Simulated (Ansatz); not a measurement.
Method: DFT, RPBE, plane waves (420 eV) with PAW, scalar-relativistic (Ansatz). The PAW files were generated under PBE, with cores re-solved for the functional.

An element in the bcc structure gives this curve. The cell is scaled uniformly from the relaxed one, with fractional coordinates and shape fixed. Energies are extrapolated to zero smearing, pressures are those at the given smearing. Magnetic state: spin not included.

```json
{"V (Å³/atom)": "50.970", "E − E₀ (meV/atom)": "29.2", "P (GPa)": "1.64"}
{"V (Å³/atom)": "53.287", "E − E₀ (meV/atom)": "11.7", "P (GPa)": "1.00"}
{"V (Å³/atom)": "55.604", "E − E₀ (meV/atom)": "2.4", "P (GPa)": "0.47"}
{"V (Å³/atom)": "57.921", "E − E₀ (meV/atom)": "0.1", "P (GPa)": "0.01"}
{"V (Å³/atom)": "60.238", "E − E₀ (meV/atom)": "3.4", "P (GPa)": "-0.37"}
{"V (Å³/atom)": "62.554", "E − E₀ (meV/atom)": "11.7", "P (GPa)": "-0.70"}
{"V (Å³/atom)": "64.871", "E − E₀ (meV/atom)": "24.1", "P (GPa)": "-0.98"}
```

Which element is it?
A. barium
B. strontium
C. lanthanum
D. europium

B. Its fit is V₀ = 57.65 Å³/atom, B₀ = 10.1 GPa, B₀′ = 3.3.
